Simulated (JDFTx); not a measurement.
Al in JDFTx: convergence with rho ratio

Input of the first run (rho ratio 4); the others differ in this setting and in those tied to it:

File Al.in:

```
lattice \
   -0.0269682815     3.8398006530     3.8354051501 \
    3.8365333166    -0.0729679949     3.8781394167 \
    3.6794819578     3.7254816711    -0.0685724919
coords-type Cartesian
ion Al    -0.0560903256     0.0682490165     0.0724498115 1

ion-species pseudo/Al.upf
elec-cutoff 21
elec-ex-corr gga-x-b88 gga-c-lyp
kpoint-folding 11 11 11
elec-smearing Fermi 0.0018374661
elec-n-bands 6
electronic-SCF nIterations 100 energyDiffThreshold 1e-09
electronic-minimize nIterations 30 energyDiffThreshold 1e-7
forces-output-coords Cartesian

dump-name run.$VAR
dump End Ecomponents EigStats BandEigs Kpoints Forces Stress
```

Potentials or basis: Ansatz-NC-SR-PBE.

Command:

```bash
$ jdftx -c 1 -i Al.in -o Al.out
```

The cell isn't the ideal one: cell strained at random at fixed volume.

Hardware: 1 thread of Intel(R) Xeon(R) Platinum 8488C (Sapphire Rapids), with other jobs on the host.

```tsv
rho ratio	energy less the tightest run, at zero smearing (meV/atom)	SCF cycles	CPU time (s)	peak memory (GiB)
4	0.00	11	60	0.17
5	0.00	11	69	0.16
6	0.00	11	69	0.16
8	0.00	11	70	0.17
10	0.00	11	72	0.17
```

Against the tightest run, the energy stays within 1 meV/atom from 4 on. The tightest run that finished is the yardstick and may itself not be fully converged.
